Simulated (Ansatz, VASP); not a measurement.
# Two plane-wave programs on LiH

```
CELL_PARAMETERS angstrom
2.69054 0.00000 0.00000
0.00000 2.69054 0.00000
0.00000 0.00000 23.80000
ATOMIC_POSITIONS crystal
Li 0.50000 0.50000 0.29412
H 0.00000 0.00000 0.29412
```

The cell was built by a generator and needn't be a form met in nature.

Alike in both runs: task single point; functional PBE; k mesh 10 × 10 × 1; occupations gaussian, width 0.02 eV; no spin polarisation.

|  | VASP | Ansatz |
| --- | --- | --- |
| version | VASP 6.6.1 | Ansatz 0.2.0 |
| potentials or method | VASP PAW PBE potentials, release 64 (Li_sv, H) | scalar-relativistic, plane waves, PAW |
| plane-wave cutoff (eV) | 520 | 420 |
| valence electrons in the cell | 4 | 4 |

```csv
,VASP,Ansatz,Ansatz less VASP
gap on the k mesh at the Fermi level (eV),1.15,1.15,-0.001
least direct gap on the mesh (eV),4.94,4.94,-0.001
```

The functional is the same, so the differences come from potentials, cutoffs and numerics.

 A hybrid or GW would open this gap; PBE tends to underestimate it.
